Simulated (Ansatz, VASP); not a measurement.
## Two plane-wave programs on Os

```
CELL_PARAMETERS angstrom
2.70657 0.00000 0.00000
-1.35329 2.34396 0.00000
0.00000 0.00000 4.27430
ATOMIC_POSITIONS crystal
Os 0.33333 0.66667 0.25000
Os 0.66667 0.33333 0.75000
```

Change from the starting cell: volume scaled by 0.95, PAW files.

Alike in both runs: task electric field gradients; functional PBE; k mesh 16 × 16 × 9; occupations fermi-dirac, width 0.03 eV; no spin polarisation.

```csv
,VASP,Ansatz
version,VASP 6.6.1,Ansatz 0.2.0
potentials or method,"VASP PAW PBE potentials, release 64 (Os)","PAW with Ansatz's default frozen-core files, scalar-relativistic"
plane-wave cutoff (eV),520,420
valence electrons in the cell,16,32
```

|  | VASP | Ansatz | Ansatz less VASP |
| --- | --- | --- | --- |
| pressure (GPa) | 23.5 | 23.1 | -0.37 |
| largest component of the traceless stress (GPa) | 0.96 | 1.04 | +0.080 |
| Vzz of the field gradient on the site that differs most (V/Å²) | -84.3 | -63.1 | +21.23 |

With one functional, cell and mesh, what is left measures potentials, basis and numerics. The two sets of potentials don't hold the same shells in valence. Ansatz warned: «gradients_without_spin_orbit».

Caveats: so large a pressure means that the cell lies far from this level's equilibrium, or that cutoff or potentials fall short (VASP). Spin-orbit coupling is left out, which matters for the levels of Os.
